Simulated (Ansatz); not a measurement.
Consider the hydrogen abstraction from a Ge–H bond: `[NH2][GeH]([F])[Cl]` + `F[C](F)F`• → `[NH2][Ge]([F])[Cl]`• + trifluoromethane.

Gas-phase electronic energies from Ansatz, PBE0-D4/def2-TZVP geometries. CCSD(T)/CBS adds triple-zeta CCSD(T) − MP2 to the extrapolated MP2 energy (def2 sets, frozen cores). This one scheme is used for every species. DFT in def2-TZVPP. B3LYP here is the variant with VWN-RPA as its local correlation; programs differ in this. Open shells (•) are unrestricted, without spin–orbit coupling. For Ge outer-core shells are correlated without core-valence functions, which leaves a few kJ/mol of doubt a bond. Scalar relativity is left out up to krypton. Each species was taken in one conformer, which may not be the lowest.

`[NH2][GeH]([F])[Cl]`:

```xyz
7

N    -0.868   -0.802   -0.120
Ge    0.577    0.277   -0.079
F     0.149    1.957   -0.199
Cl    1.461    0.063    1.846
H    -1.449   -0.767    0.705
H    -1.439   -0.735   -0.950
H     1.569    0.007   -1.204
```

`F[C](F)F`•:

Z-matrix (Å, degrees):
```
C
F 1 1.313
F 1 1.313 2 111.4
F 1 1.313 2 111.4 3 125.1
```

`[NH2][Ge]([F])[Cl]`•:

```xyz
6

N     0.550   -0.221   -0.772
Ge   -0.592   -0.191    0.662
F    -1.885    0.838    0.114
Cl    0.426    0.824    2.275
H     0.108   -0.486   -1.644
H     1.393   -0.764   -0.634
```

`FC(F)F`:

Cartesian coordinates in Å:
```
F -1.136 0.274 -0.597
C -0.004 0.018 0.057
F 0.230 -1.291 0.000
F 0.992 0.653 -0.557
H -0.082 0.346 1.096
```

Question: Is it downhill or uphill in electronic energy at CCSD(T)/CBS, and by how much? (Best estimate.)

Answer: Computed: Downhill: ΔE = -24.5 kcal/mol.

Question: What do these levels give: LDA (SPW92), B3LYP, r2SCAN0, CAM-B3LYP, LC-ωPBE, CCSD(T)/def2-TZVPP? (Estimate.)

Answer: The calculation gave: LDA (SPW92) -29.0, B3LYP -27.5, r2SCAN0 -23.4, CAM-B3LYP -25.2, LC-ωPBE -21.8, CCSD(T)/def2-TZVPP -24.2 kcal/mol.

Largest T1 diagnostic among the species: 0.014.

From PBE to PBE0 (25 % exact exchange), in def2-TZVPP and without D4, ΔE moves by +2.6 kcal/mol. Leaving LDA and LC-ωPBE aside and taking each functional with its dispersion term where it has one, the values, not all of them listed here, spread over 6.0 kcal/mol, from BLYP-D4 to r2SCAN0-D4. LDA lies −0.8 kcal/mol from PBE without D4.
